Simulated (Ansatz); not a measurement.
Moving the Hubbard U on Hf d in HfN

```yaml
crystal:
  lattice:
    - [0.00000, 2.45482, 2.45482]
    - [2.45482, 0.00000, 2.45482]
    - [2.45482, 2.45482, 0.00000]
  atoms:
    - { symbol: Hf, position: [0.00000, 0.00000, 0.00000] }
    - { symbol: N, position: [0.25000, 0.25000, 0.25000] }
```

The cell comes from a database or a generator and needn't be the stable form of this composition.

Kept alike: task band structure; functional PBEsol; k mesh 9 × 9 × 9; occupations fermi-dirac, width 0.05 eV; no spin polarisation. Program: Ansatz, Ansatz PAW, cutoff 420 eV. The mesh is that of the run's cell of 2 atoms. No spin-orbit coupling.

```csv
"Hubbard U on Hf d, U (eV)",pressure (GPa)
0,-5.03
1,-3.69
2,-2.27
3,?
4,0.60
5,2.13
6,3.77
8,7.55
```

Pressure is positive in compression, with a Pulay correction for the finite cutoff. U acts here on a shell without spin polarisation. For a metal such a mesh leaves the last digits unconverged. How U acts hangs on the program's projectors. All rows use potentials made for PBE. U is the effective U - J on orthogonalised atomic projectors. Double counting: fully localised limit (the default).

Problem. Fit the rows shown and predict the run at 3 eV.

Solution. A least-squares parabola through the rows shown is pressure = 0.04325 U² + 1.2115 U - 4.965 (largest miss 0.099); at U = 3 it gives -0.94 GPa. The run gave: pressure -0.85 GPa.
